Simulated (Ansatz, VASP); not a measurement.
## One calculation of Mo, two programs

Contents of INCAR:

```
PREC = Accurate
ENCUT = 520
EDIFF = 1E-6
ISMEAR = -1
SIGMA = 0.05
LREAL = F
LASPH = T
NELM = 150
ALGO = Normal
ISIF = 2
LWAVE = F
LCHARG = T
MAGMOM = 0 0 0
LORBIT = 11
LSORBIT = T
GGA_COMPAT = F
LORBMOM = T
LMAXMIX = 4
GGA = B5
ALDAX = 1.0
AGGAX = 1.0
AGGAC = 1.0
ALDAC = 0.0
LVHAR = T
NBANDS = 25
```

The input KPOINTS:

```
Automatic mesh
0
Gamma
  8 8 8
```

File POSCAR:

```
Mo
1.0
    0.0000000000      2.0283447598      2.0283447598
    2.0283447598      0.0000000000      2.0283447598
    2.0283447598      2.0283447598      0.0000000000
Mo
1
Direct
    0.0000000000      0.0000000000      0.0000000000
```

The input input.yaml:

```yaml
crystal:
  lattice:
    - [0.0, 2.0283447598, 2.0283447598]
    - [2.0283447598, 0.0, 2.0283447598]
    - [2.0283447598, 2.0283447598, 0.0]
  atoms:
    - { symbol: Mo, position: [0.0, 0.0, 0.0] }
kpoints:
  mp_grid: { grid: [8, 8, 8] }
scf:
  occupations: { method: fermi_dirac, width: 0.05 }
hamiltonian:
  xc: blyp
  pseudopotentials: { kind: all_electron, lapw: { basis_error: 0.001 } }
magnetization:
  noncollinear: true
  spin_orbit: true
output:
  forces: true
  stress: true
  eigenvalues: true
```

Change from the starting cell: volume scaled by 1.02.

Alike in both runs: task single point; functional BLYP; k mesh 8 × 8 × 8; occupations fermi-dirac, width 0.05 eV; non-collinear spin, spin-orbit coupling.

|  | VASP | Ansatz |
| --- | --- | --- |
| version | VASP 6.6.1 | Ansatz 0.2.0 |
| potentials or method | VASP PAW PBE potentials, release 64 (Mo_sv) | all-electron LAPW, relativistic spinors |
| plane-wave cutoff (eV) | 520 | see its input |

```csv
,VASP,Ansatz,Ansatz less VASP
gap on the k mesh at the Fermi level (eV),none,none,-
pressure (GPa),0.3,-0.3,-0.60
net moment per atom (μB),0.00,0.00,0.000
```

A gap of «none» marks a metal or a gap that the smearing closes. Ansatz ran all-electron here, so the differences hold the error of VASP's frozen core and of both bases.

Caveats: the PAW data sets were made with another functional, which shifts forces and pressure a little (VASP); the k mesh is thin for a metal, which can move the energy by tens of meV per atom (Ansatz).
